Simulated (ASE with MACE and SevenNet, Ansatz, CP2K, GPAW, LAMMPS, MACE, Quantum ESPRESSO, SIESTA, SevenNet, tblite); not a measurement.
**Machine-learned potentials runs on amorphous TiO2 (84 atoms)**

Aim: run amorphous TiO2 (84 atoms) in machine-learned potentials and see how near its forces come to a plane-wave reference, and at what cost.

Method: the method is named at each step, in ASE with MACE and SevenNet.

### 1. The structure

The cell holds 84 atoms: 28 Ti and 56 O. Cell: a = 10.274 Å, b = 10.274 Å, c = 10.274 Å, α = 90.0°, β = 90.0°, γ = 90.0°. 84 atoms (28 Ti, 56 O) placed at random at 3.55 g/cm³, melted at 5000 K for 10 ps at fixed volume with the Morse and Coulomb pair potential with partial charges (Pedone, Malavasi, Menziani, Cormack and Segre, J. Phys. Chem. B 110, 11780 (2006)). Quenched from 5000 K to 300 K at 10 K/ps and fixed volume, held 10 ps at zero pressure.

The yardstick, on the same geometry:

| Quantity | Value |
| --- | --- |
| method | Kohn-Sham DFT, PBE, SSSP efficiency 1.3.0 pseudopotentials, plane waves (Quantum ESPRESSO 7.5); sssp-pbe-1.3.0-efficiency, cutoffs 60/480 Ry, Γ point |
| r.m.s. force component | 0.7941 eV/Å |
| longest force | 2.716 eV/Å |
| pressure | 3.467 GPa |
| gap (highest filled to lowest empty level) | 2.243 eV |
| time | 4.5 min on 4 MPI ranks of Arm Neoverse V1, shared host |
| CPU time | 18 min |

### 2. MACE MP-0b3 medium potential

Method: machine-learned interatomic potential MACE MP-0b3 medium, trained on PBE(+U) plane-wave data.

run.py reads:

```python
import numpy as np
from ase.io import read
import mlip  # loads the published weights by name

atoms = read("structure.xyz")
atoms.calc = mlip.calc("mace-mp-0b3-medium")
energy = atoms.get_potential_energy()
forces = atoms.get_forces()
print(f"energy {energy:.6f} eV")
print("forces (eV/A)")
for i, (a, f) in enumerate(zip(atoms, forces)):
    print(f"{i:4d} {a.symbol:2s} {f[0]:10.5f} {f[1]:10.5f} {f[2]:10.5f}")
stress = -atoms.get_stress(voigt=False) * 160.21766
print("stress (GPa, compression positive)")
for row in stress:
    print(" ".join(f"{x:10.4f}" for x in row))
```

structure.xyz reads:

```xyz
84
Lattice="10.27383 0.00000 0.00000 0.00000 10.27383 0.00000 0.00000 0.00000 10.27383" Properties=species:S:1:pos:R:3 pbc="T T T"
Ti 7.48572 6.22758 7.73291
Ti 1.06108 1.58001 3.50214
Ti 4.82182 4.88582 0.03555
Ti 2.20672 7.79835 8.88440
Ti 9.68709 2.85869 6.26550
Ti 0.47989 5.12407 0.19212
Ti 3.43793 7.38092 1.84806
Ti 6.05529 9.52610 2.58705
Ti 1.81888 5.36335 6.73182
Ti 1.65727 2.24853 8.60896
Ti 1.98953 4.80209 3.18643
Ti 4.53990 7.85311 6.83405
Ti 4.37028 2.93400 7.31887
Ti 1.23389 10.01061 0.94088
Ti 7.26812 9.89575 5.53061
Ti 9.93746 10.14623 7.93037
Ti 3.73834 0.21842 5.14298
Ti 1.49484 8.33690 4.87247
Ti 8.26725 1.92347 1.58587
Ti 9.03727 8.34030 2.93780
Ti 7.68575 8.74734 9.91640
Ti 3.90539 2.06761 2.00668
Ti 4.73963 5.33099 4.55624
Ti 7.32113 2.79674 8.61214
Ti 9.25693 5.61814 4.93688
Ti 4.72237 0.34582 9.30737
Ti 7.71318 5.19301 2.13839
Ti 6.66823 3.15705 4.34604
O 2.96831 6.58799 7.52250
O 4.96257 4.10409 8.70019
O 5.70043 9.34538 6.17365
O 4.93781 8.30218 2.07778
O 5.44718 3.95388 5.69293
O 8.16030 6.47446 6.12310
O 7.15202 1.35851 4.99380
O 8.52060 2.20024 7.46353
O 7.65452 4.49891 8.24537
O 2.24093 2.91982 2.97191
O 5.79310 1.76843 8.33958
O 4.02457 1.65563 6.10101
O 5.08544 2.63390 3.29410
O 0.02712 2.17651 4.79562
O 10.12414 8.76666 4.33145
O 1.47584 5.55146 1.64073
O 1.01927 6.76193 5.61136
O 8.62591 9.77411 6.67840
O 9.89966 1.44193 2.16696
O 10.17212 9.00922 1.65224
O 4.53764 0.80876 0.81420
O 7.82671 3.28855 2.73037
O 1.02481 6.31810 9.29792
O 0.63533 1.48179 7.30665
O 7.09490 0.62547 1.99415
O 9.18018 4.95733 1.02594
O 6.34501 5.29041 0.85191
O 0.35229 4.87493 3.99878
[... 24 atom lines left out ...]
O 0.97293 0.68516 9.72315
O 8.25009 7.27521 9.00624
O 3.82063 9.00522 8.49769
O 0.94910 8.81864 7.99283
```

Started as:

```
$ OMP_NUM_THREADS=1 python run.py > output.txt
```

The program printed:

```text
energy -738.636860 eV
forces (eV/A)
   0 Ti   -0.34540    0.13166    1.49001
   1 Ti   -0.23647   -0.14504   -2.17224
   2 Ti   -0.50541    0.02947    0.02640
   3 Ti   -0.20396    0.57596   -0.70130
   4 Ti   -1.01549    0.78368    0.85616
   5 Ti    0.34129   -1.00398   -0.45347
   6 Ti   -0.87176   -1.01378    0.22502
   7 Ti    2.04921    1.15539    1.02246
   8 Ti    1.50762   -0.77969   -1.49884
   9 Ti    0.12683   -0.29589    0.49732
  10 Ti    0.87946   -0.60496    1.52168
  11 Ti    0.67895    0.66853    1.02661
  12 Ti   -0.17423    0.91411    1.07768
  13 Ti   -0.66421   -0.36675   -1.03183
  14 Ti   -0.08316    1.36856   -0.07001
  15 Ti    0.93887    0.34435   -0.33053
  16 Ti    0.52253   -1.15969   -0.13669
  17 Ti    1.50105   -0.31853   -0.88133
  18 Ti    0.30636   -0.84133    1.59918
  19 Ti   -0.83251    0.31519   -1.19589
  20 Ti    0.57002   -1.38969    0.27779
  21 Ti    0.15296    1.25200    0.03615
  22 Ti   -0.36732   -1.42509   -0.56586
  23 Ti   -1.13194    0.04566   -0.70130
[...]
76 O    -1.07287    0.40501   -0.07886
  77 O     0.50062    0.12739    0.12526
  78 O     0.28119    0.44595   -0.67840
  79 O     1.11880    0.59899    0.71200
  80 O     0.03198    0.70330   -0.80171
  81 O     0.18556   -0.31449   -0.20530
  82 O    -0.02403   -0.16349   -0.27422
  83 O     0.03059   -0.31442   -0.24181
stress (GPa, compression positive)
    4.6754    -0.6210    -0.3756
   -0.6210     4.2406     2.2109
   -0.3756     2.2109     6.4428
```

Elapsed: 10 s, on 1 thread of Arm Neoverse V1, shared host; peak memory 1.1 GiB.

Banners, paths, timers and routine set-up lines are dropped from the logs unmarked, and long logs keep their key lines alone; longer cuts are marked.

Against the reference:

```yaml
r_m_s_force_component: 0.7568 eV/Å
r_m_s_difference_of_force_components: 122.2 meV/Å
longest_difference_of_force_vectors: 564.4 meV/Å
force_difference_over_r_m_s_force: 15.39 %
slope_of_forces_against_the_reference_s: 0.9423
correlation_of_force_components: 0.9887
pressure: 5.12 GPa
pressure_difference: 1.653 GPa
```

Length of the force difference by element (eV/Å):

| element | atoms | mean | most |
| --- | --- | --- | --- |
| O | 56 | 0.15 | 0.56 |
| Ti | 28 | 0.25 | 0.56 |

A closer look about Ti28, which has 6 bonded neighbours where the commonest count for Ti is 5: 9 atoms, nearest first, numbered in the order of the input, with positions taken from that point.

| atom | x | y | z | distance (Å) | bonds | Fx | Fy | Fz (eV/Å) |
| --- | --- | --- | --- | --- | --- | --- | --- | --- |
| Ti28 | 0.00 | 0.00 | 0.00 | 0.00 | 6 | -0.49 | -0.76 | 0.57 |
| O41 | -1.58 | -0.52 | -1.05 | 1.97 | 2 | -0.12 | -0.36 | -0.48 |
| O35 | 0.48 | -1.80 | 0.65 | 1.97 | 2 | -0.37 | 1.20 | -0.17 |
| O33 | -1.22 | 0.80 | 1.35 | 1.98 | 3 | 0.01 | -1.07 | 0.86 |
| O62 | 1.60 | 0.78 | 0.88 | 1.99 | 3 | 0.95 | 0.42 | 0.12 |
| O50 | 1.16 | 0.13 | -1.62 | 1.99 | 3 | -0.20 | 0.81 | -0.31 |
| O71 | -0.29 | 1.93 | -0.75 | 2.10 | 3 | 0.53 | -0.07 | 0.06 |
| Ti23 | -1.93 | 2.17 | 0.21 | 2.91 | 5 | -0.37 | -1.43 | -0.57 |
| Ti27 | 1.04 | 2.04 | -2.21 | 3.18 | 5 | -1.05 | -0.61 | -0.65 |

Atoms are counted from 1 here, from 0 in the log.

Forces lie 15 % from the reference's, at 0.0086 times its CPU time (on 1 against 4 cores).

### 3. MACE MPA-0 medium potential

Method: machine-learned interatomic potential MACE MPA-0 medium, trained on PBE(+U) plane-wave data.

run.py: that of step 2 with these lines changed.

```diff
@@ -5,3 +5,3 @@
 atoms = read("structure.xyz")
-atoms.calc = mlip.calc("mace-mp-0b3-medium")
+atoms.calc = mlip.calc("mace-mpa-0-medium")
 energy = atoms.get_potential_energy()
```

structure.xyz is that of step 2.

The program printed:

```text
energy -738.406705 eV
forces (eV/A)
   0 Ti   -0.37038    0.26162    1.54532
   1 Ti   -0.11019   -0.14965   -2.15837
   2 Ti   -0.69311    0.05217   -0.05396
   3 Ti   -0.18798    0.76737   -0.82818
   4 Ti   -1.04966    0.81728    0.97100
   5 Ti    0.48515   -1.08049   -0.51523
   6 Ti   -0.93596   -1.03678    0.26090
   7 Ti    2.08562    1.23778    0.93678
   8 Ti    1.67901   -0.79640   -1.61287
   9 Ti    0.06023   -0.27312    0.42099
  10 Ti    0.92419   -0.57309    1.60959
  11 Ti    0.60469    0.69572    1.13187
  12 Ti   -0.36354    0.99151    1.19125
  13 Ti   -0.75003   -0.35297   -1.11939
  14 Ti   -0.30086    1.45998   -0.12734
  15 Ti    1.20444    0.40394   -0.39786
  16 Ti    0.51344   -1.22537    0.08548
  17 Ti    1.58393   -0.47619   -0.87015
  18 Ti    0.31191   -0.76431    1.69724
  19 Ti   -0.73042    0.25800   -1.34263
  20 Ti    0.71840   -1.23232    0.33026
  21 Ti    0.06918    1.11374    0.06569
  22 Ti   -0.40330   -1.49487   -0.53779
  23 Ti   -1.27147    0.18326   -0.92465
[...]
76 O    -1.01777    0.38687   -0.05118
  77 O     0.57256    0.11910    0.15818
  78 O     0.45592    0.43047   -0.83079
  79 O     1.28723    0.62880    0.78862
  80 O    -0.00381    0.66051   -0.86875
  81 O     0.13062   -0.36341   -0.17659
  82 O     0.03390   -0.15403   -0.28751
  83 O    -0.11724   -0.19337   -0.29570
stress (GPa, compression positive)
    5.1557    -0.7020    -0.3254
   -0.7020     4.5678     2.4388
   -0.3254     2.4388     6.9642
```

The job ended after 10 s (1 thread; peak memory 1.1 GiB).

Compared with the plane-wave run:

```yaml
r_m_s_force_component: 0.7972 eV/Å
r_m_s_difference_of_force_components: 118.3 meV/Å
longest_difference_of_force_vectors: 552.4 meV/Å
force_difference_over_r_m_s_force: 14.9 %
slope_of_forces_against_the_reference_s: 0.9928
correlation_of_force_components: 0.989
pressure: 5.563 GPa
pressure_difference: 2.096 GPa
```

Against the first run (15 %), the force difference from the reference is 15 %, at 1.00 times the CPU time.

### 4. SevenNet 0 potential

Method: machine-learned interatomic potential SevenNet 0, trained on PBE(+U) plane-wave data.

run.py: that of step 3 with these lines changed.

```diff
@@ -5,3 +5,3 @@
 atoms = read("structure.xyz")
-atoms.calc = mlip.calc("mace-mpa-0-medium")
+atoms.calc = mlip.calc("7net-0")
 energy = atoms.get_potential_energy()
```

structure.xyz is that of step 3.

The program printed:

```text
energy -739.093079 eV
forces (eV/A)
   0 Ti   -0.35113    0.30609    1.76720
   1 Ti   -0.19349   -0.21410   -2.23658
   2 Ti   -0.54910    0.01602    0.08441
   3 Ti   -0.22376    0.72632   -0.83064
   4 Ti   -1.09819    0.71959    0.94196
   5 Ti    0.47202   -1.20105   -0.51144
   6 Ti   -1.09577   -0.97693    0.44452
   7 Ti    2.07461    1.15928    0.99877
   8 Ti    1.60672   -0.93057   -1.56394
   9 Ti    0.10267   -0.32840    0.52608
  10 Ti    1.07991   -0.54287    1.51216
  11 Ti    0.59102    0.83728    1.06052
  12 Ti   -0.31692    1.06608    1.16214
  13 Ti   -0.68664   -0.32288   -1.15502
  14 Ti   -0.12189    1.49456   -0.10831
  15 Ti    1.26658    0.24040   -0.50368
  16 Ti    0.30587   -1.11347    0.04980
  17 Ti    1.46539   -0.37967   -0.83857
  18 Ti    0.33244   -0.82186    1.79351
  19 Ti   -0.79751    0.29276   -1.39174
  20 Ti    0.64468   -1.38481    0.29354
  21 Ti   -0.02772    1.27514    0.06096
  22 Ti   -0.49809   -1.57984   -0.62971
  23 Ti   -1.19851    0.08481   -0.68995
[...]
76 O    -0.97263    0.31568   -0.07278
  77 O     0.47017    0.17193   -0.03428
  78 O     0.47253    0.41639   -0.82981
  79 O     1.18049    0.65467    0.74080
  80 O     0.01307    0.74165   -0.79165
  81 O     0.10591   -0.38479   -0.29355
  82 O    -0.00091   -0.10223   -0.25166
  83 O    -0.03146   -0.24361   -0.22040
stress (GPa, compression positive)
    4.6739    -0.7166    -0.3643
   -0.7166     3.9970     2.3918
   -0.3643     2.3918     6.4971
```

Elapsed: 10 s, on 1 thread; peak memory 0.96 GiB.

Compared with the plane-wave run:

| Quantity | Value |
| --- | --- |
| r.m.s. force component | 0.7985 eV/Å |
| r.m.s. difference of force components | 113.5 meV/Å |
| longest difference of force vectors | 526.6 meV/Å |
| force difference over r.m.s. force | 14.29 % |
| slope of forces against the reference's | 0.9954 |
| correlation of force components | 0.9899 |
| pressure | 5.056 GPa |
| pressure difference | 1.589 GPa |

Against the first run (15 %), the force difference from the reference is 14 %, at 0.97 times the CPU time.

### 5. All runs compared

Differences are against the plane-wave reference, forces as r.m.s. over components; share is that over the reference's r.m.s. force, slope the least-squares factor from reference forces to these. Total energies of different programs have different zeros and aren't compared.

| run | Δ force, r.m.s. (meV/Å) | share (%) | slope | Δ pressure (GPa) | cores | CPU time | memory (GiB) |
| --- | --- | --- | --- | --- | --- | --- | --- |
| reference | - | - | - | - | 4 | 18 min | 3.6 |
| MACE MP-0b3 medium potential | 122 | 15.4 | 0.942 | 1.65 | 1 | 9.2 s | 1.1 |
| MACE MPA-0 medium potential | 118 | 14.9 | 0.993 | 2.10 | 1 | 9.2 s | 1.1 |
| SevenNet 0 potential | 114 | 14.3 | 0.995 | 1.59 | 1 | 9 s | 0.96 |

Times of the machine-learned potentials are mostly Python's start and the loading of weights.

CPU time is summed over cores on a shared host, where runs went side by side, so it is rough. Symmetry, cutoffs, thresholds, outputs and thread counts weren't matched or tuned between programs; memory under MPI is the largest rank's times the ranks.

### 6. Summary of results

| Item | Value |
| --- | --- |
| nearest in forces | SevenNet 0 potential, 14 % |
| its CPU time | 9 s |

In words: Machine-learned potentials differ by 14 % (SevenNet 0 potential) to 15 % (MACE MP-0b3 medium potential); they were trained on other programs' data. The reference's pressure holds the uncorrected Pulay stress of its 60 Ry basis, so small pressure differences, and their order, may be the reference's own error. Machine-learned potentials mimic data converged in k, so the reference's own k-point error enters their differences. The quench rate of 10 K/ps is many orders above laboratory rates, so the cell is likely richer in defects and strain than a real sample. The network of bonds at the start is that of the classical potential that made the cell, and needn't be the one that DFT or experiment would give. The electronic-structure runs sample only Γ, in a cell whose shortest periodic width is 10 Å.

[Also dropped from logs without a mark: logging warnings of Python, and SIESTA's first energy breakdown and zero terms.]

[Logs are printed without paths, hosts, clocks, repeated set-up lines and the standing remarks that a program may print on its own settings, such as how far it seeks lower states.]

[Hosts, paths, dates, database ids (printed as entryN), source tags and the programs' standing remarks are cut or masked in the printed files.]
